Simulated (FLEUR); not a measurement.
The system is MnO2.

```
Mn O
1.0
     2.85658    0.00000    0.00000
    -1.42829    2.47387    0.00000
     0.00000    0.00000    4.60137
Mn O
1 2
Direct
  0.00000 0.00000 0.50000
  0.33333 0.66667 0.70629
  0.66667 0.33333 0.29371
```

Measurements of this composition are mostly on another form, of space group No. 136.

Base run:

* Program: FLEUR MaX-R8.1 (later development tree)
* Functional: r2SCAN
* Potentials or basis: all-electron
* Basis: FLAPW
* Kmax: 5.19 1/bohr
* k mesh: 11 × 11 × 6
* Occupations: fermi-dirac, width 0.05 eV
* Spin: collinear spin, ferromagnetic start
* Starting moments: [4.0, 0.0, 0.0] μB

Its results: band gap on the k mesh 1.91 eV, indirect (least direct gap 2.00 eV); net moment 3.00 μB per cell; site moments Mn +2.78; O +0.02 μB.

**Question.** The run is repeated on the same cell with these changes: functional from r2SCAN to LDA. What comes out?

**Answer.** Band gap on the k mesh 0.45 eV, indirect (least direct gap 0.49 eV); net moment 3.00 μB per cell; site moments Mn +2.66; O +0.05 μB.

r2SCAN gives the wider gap, since meta-GGAs in the generalised Kohn-Sham scheme recover part of the derivative discontinuity.

Caveats: a cell with one magnetic atom can't hold antiferromagnetic order, which such compounds often take; the meta-GGA is that of a development version, with a GGA for the radial functions and cores and without core tails (some runs).
